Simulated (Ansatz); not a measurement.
# C: a line through a two-coordinate scan

One line of a two-coordinate grid on C (P6_3/mmc, No. 194; 4 atoms in the cell): amplitude of mode 10 (1264 cm⁻¹) is varied, at normal strain along z = −4.67 %.

A COD entry behind a cell of this session may itself be a prediction, so a difference from it is no test against experiment.

Program: Ansatz 0.2.0. Level of theory: DFT PBE, scalar-relativistic, plane waves, PAW. These are calculated values, not measurements.

38 further runs of the same task are left out: 38 set aside as unsound or not needed.

### Step 1. The structure to begin with

Symmetry: P6_3/mmc, No. 194, hexagonal system. The conventional cell has a = 2.512 Å, b = 2.512 Å, c = 4.180 Å, α = 90.00°, β = 90.00°, γ = 120.00°. C (site symmetry 3m) has 4 C at 1.54 to 1.57 Å as nearest neighbours.

As a file:

```
CELL_PARAMETERS angstrom
2.51164 0.00000 0.00000
-1.25582 2.17514 0.00000
0.00000 0.00000 4.18029
ATOMIC_POSITIONS crystal
C 0.33333 0.66667 0.06273
C 0.66667 0.33333 0.56273
C 0.33333 0.66667 0.43727
C 0.66667 0.33333 0.93727
```

It is the result of an earlier relaxation at this level (volume 5.71 Å³/atom; gap on the mesh: 3.36 eV).

### Step 2. What is varied

The energy is mapped over a normal mode and a strain (zone-centre modes of the cell shown) (x along [1 0 0], y along [1 2 0], z along [0 0 1] of the conventional cell).

First coordinate, amplitude of mode 10 (1264 cm⁻¹), largest displacement in the unstrained cell: 11 values from −0.060 Å. Second coordinate, normal strain along z: 7 values from −7.00 %.

Nothing else is relaxed (the pattern is fixed in fractional coordinates). Energies count from the relaxed high-symmetry cell. Points are written as (first, second).

The modes come from a phonon run on the reference cell, made beforehand.

Displacement patterns for an amplitude of 1 (Å):

```
atom     x1     y1      z1
  C1  0.000  0.000   1.000
  C2  0.000  0.000   1.000
  C3  0.000  0.000  -1.000
  C4  0.000  0.000  -1.000
```

### Step 3. The run at (−0.060 Å, −4.67 %)

File input.yaml:

```yaml
crystal:
  lattice:
    - [2.5116408682, 0.0, 0.0]
    - [-1.2558204341, 2.175144797, 0.0]
    - [0.0, 0.0, 3.9850751265]
  atoms:
    - { symbol: C, position: [0.3333333333, 0.6666666667, 0.0483783529] }
    - { symbol: C, position: [0.6666666667, 0.3333333333, 0.5483783529] }
    - { symbol: C, position: [0.3333333333, 0.6666666667, 0.4516216471] }
    - { symbol: C, position: [0.6666666667, 0.3333333333, 0.9516216471] }
basis:
  ecutwfc: 520.0
kpoints:
  mp_grid: { grid: [12, 12, 6] }
hamiltonian:
  xc: pbe
  pseudopotentials: { kind: paw, azcp: { folder: soft_1 } }
scf:
  occupations: { method: gaussian, width: 0.05 }
output:
  forces: true
  stress: true
  eigenvalues: true
```

Launch:

```console
> ansatz run input.yaml --threads 1 --pin off --max-ram 2048MiB --backend cpu --events-out ev --progress --plain --runs-dir out
```

Further runs follow: the other points of the line.

Q: Predict the outcome of this session. Wanted: for each run, amplitude of mode 10; energy; slope; pressure; largest force on an atom.

**Answer**, as computed:

```
amplitude of mode 10 (1264 cm⁻¹), largest displacement in the unstrained cell (Å)  step  energy (eV)  slope (eV per Å)  pressure (GPa)  band gap on the k-mesh (eV)  largest force on an atom (eV/Å)
                                                                           −0.060     3         0.68             −14.6            26.2                         2.22                              3.8
                                                                           −0.048     4         0.52             −12.2            25.2                         2.66                              3.2
                                                                           −0.036     –         0.39              −9.4            24.5                         3.11                              2.5
                                                                           −0.024     5         0.29              −6.3            24.1                         3.56                              1.6
                                                                           −0.012     6         0.24              −2.8            24.1                         3.72                              0.7
                                                                            0.000     7         0.23               0.9            24.5                         3.22                              0.2
                                                                            0.012     8         0.26               5.0            25.4                         2.71                              1.3
                                                                            0.024     9         0.35               9.4            26.7                         2.18                              2.5
                                                                            0.036    10         0.49              14.1            28.7                         1.65                              3.7
                                                                            0.048    11         0.69              19.1            31.2                         1.10                              5.0
                                                                            0.060    12         0.95              24.5            34.4                         0.55                              6.4
```

Energies count from the relaxed high-symmetry cell. Rows without a step come from runs not printed here or follow by symmetry. Slopes come from the forces (and the stress, where the cell changes), not from differences of energies.

What this shows: The lowest point of the line is at 0.000 Å, 0.23 eV from the zero. Energies and slopes round the minimum, fitted together, put the minimum at −0.0028 Å, with a curvature of about 320 eV per Å². The highest point computed, at 0.060 Å, lies 0.72 eV above the lowest. This is one cut through a surface in two coordinates; the map's lowest point lies off it.

The gaps are Kohn-Sham values of a semilocal functional, not quasiparticle or optical gaps. Such gaps usually fall short of the measured ones.
